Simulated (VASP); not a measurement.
PbO:

```xyz
4
Lattice="3.5665 0.0000 0.0000 -1.7832 3.0886 0.0000 0.0000 0.0000 6.4701" Properties=species:S:1:pos:R:3 pbc="T T T"
Pb    0.0000    0.0000    0.0000
Pb    0.0000    0.0000    3.2351
O     0.0000    2.0591    1.6175
O     1.7832    1.0295    4.8526
```

The cell was built by a generator and needn't be a form met in nature.

Base run:

- Program: VASP 6.6.1
- Functional: PBE
- Potentials or basis: VASP PAW PBE potentials, release 64 (Pb_d, O)
- Cutoff: 520 eV
- k mesh: 6 × 6 × 4
- Occupations: fermi-dirac, width 0.02 eV
- Spin: no spin polarisation

Its results: band gap on the k mesh none (metal or under the smearing width); pressure 2.6 GPa.

Q: The run is repeated on the same cell with these changes: functional from PBE to r2SCAN; further incar settings from ALGO = Normal; EDIFF = 1e-06; NBANDS = 28 to ALGO = Normal; EDIFF = 1e-07; NBANDS = 28. What comes out?

A: Band gap on the k mesh 0.07 eV, indirect (least direct gap 0.37 eV); pressure 0.2 GPa.

Caveats: the PAW data sets were made with another functional, which shifts forces and pressure a little (some runs); spin-orbit coupling is left out, which as a rule narrows the gap of such compounds by several tenths of an eV (some runs).

A k mesh can miss the band edges.
